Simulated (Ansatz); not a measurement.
NbAs: tetragonal deformation path

The calculation used DFT PBE, scalar-relativistic, plane waves, PAW (Ansatz). The runs took a 420 eV cutoff, a Γ-centred 22×22×22 mesh and Gaussian smearing (0.15 eV). No spin polarisation. Energies are free energies at this smearing, counted from the undisturbed cell; pressure is positive in compression.

The undisturbed cell (relaxed at this level; it needn't be the usual structure):

```yaml
crystal:
  lattice:
    - [-1.73674, 1.73674, 5.87458]
    - [1.73674, -1.73674, 5.87458]
    - [1.73674, 1.73674, -5.87458]
  atoms:
    - { symbol: Nb, position: [0.74890, 0.74890, 0.00000] }
    - { symbol: Nb, position: [0.49890, 0.99890, 0.50000] }
    - { symbol: As, position: [0.16710, 0.16710, 0.00000] }
    - { symbol: As, position: [0.91710, 0.41710, 0.50000] }
```

At fixed volume and fractional coordinates, lengths along (0.000, 0.000, 1.000) are scaled against those across it; ρ is that ratio over its starting value. The cell is metallic on the mesh throughout.

```tsv
ρ	ΔE (meV/atom)	pressure (GPa)
0.800	311.7	1.7
0.850	?	?
0.920	42.9	-0.6
0.960	10.1	-0.5
1.000	0.0	0.0
1.050	14.3	1.0
1.100	54.0	2.4
1.200	?	?
```

Give the withheld values.

ΔE (meV/atom) at ρ = 0.850: 166.3; pressure (GPa) at ρ = 0.850: 0.2; ΔE (meV/atom) at ρ = 1.200: 193.3; pressure (GPa) at ρ = 1.200: 6.1.

Cost: 8 runs of about 10 core-minutes in all, on Intel Xeon 6975P-C (Granite Rapids) (shared hosts).